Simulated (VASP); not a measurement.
H: single point with r2SCAN

H:

```
CELL_PARAMETERS angstrom
-1.64925 1.64925 2.05847
1.64925 -1.64925 2.05847
1.64925 1.64925 -2.05847
ATOMIC_POSITIONS crystal
H 0.90986 0.90986 0.00000
H 0.09014 0.09014 0.00000
```

The cell isn't the ideal one: strain -0.0250 x Voigt [1, 1, 0, 0, 0, 0], atoms carried along.

```
Program                : VASP 6.6.1
Task                   : single point
Functional             : r2SCAN
Potentials or basis    : VASP PAW PBE potentials, release 64 (H)
Cutoff                 : 520 eV
k mesh                 : 10 × 10 × 10
Occupations            : gaussian, width 0.05 eV
Spin                   : no spin polarisation
Dipole correction      : no
Further INCAR settings : ALGO = Normal; EDIFF = 1e-07; NBANDS = 8
```

```
Pressure               : 0.1 GPa
Largest force          : 0.005 eV/Å
Band gap on the k mesh : 9.59 eV, indirect (least direct gap 10.46 eV)
```

Forces on the atoms (eV/Å):
```
H    0.000  0.000  0.005
H    0.000  0.000 -0.005
```

Levels at points of the mesh, in eV from the valence-band top:
| k point | band 1 | band 2 | band 3 | band 4 | band 5 | band 6 |
| --- | --- | --- | --- | --- | --- | --- |
| (0.00, 0.00, 0.00) | -2.58 | 15.02 | 18.20 | 25.01 | 25.01 | 27.80 |
| (0.50, 0.00, 0.00) | -0.87 | 9.59 | 18.55 | 19.98 | 21.91 | 25.34 |
| (0.50, 0.50, 0.00) | -0.61 | 11.61 | 14.94 | 17.49 | 20.06 | 21.41 |
| (0.50, 0.50, 0.50) | 0.00 | 10.67 | 16.62 | 17.55 | 17.55 | 20.07 |

Run time: 20 s on 1 thread of Intel(R) Xeon(R) 6975P-C (Granite Rapids), on a shared host, peak memory 0.14 GiB.

Caveat: the PAW data sets were made with another functional, which shifts forces and pressure a little. A k mesh can miss the band edges.
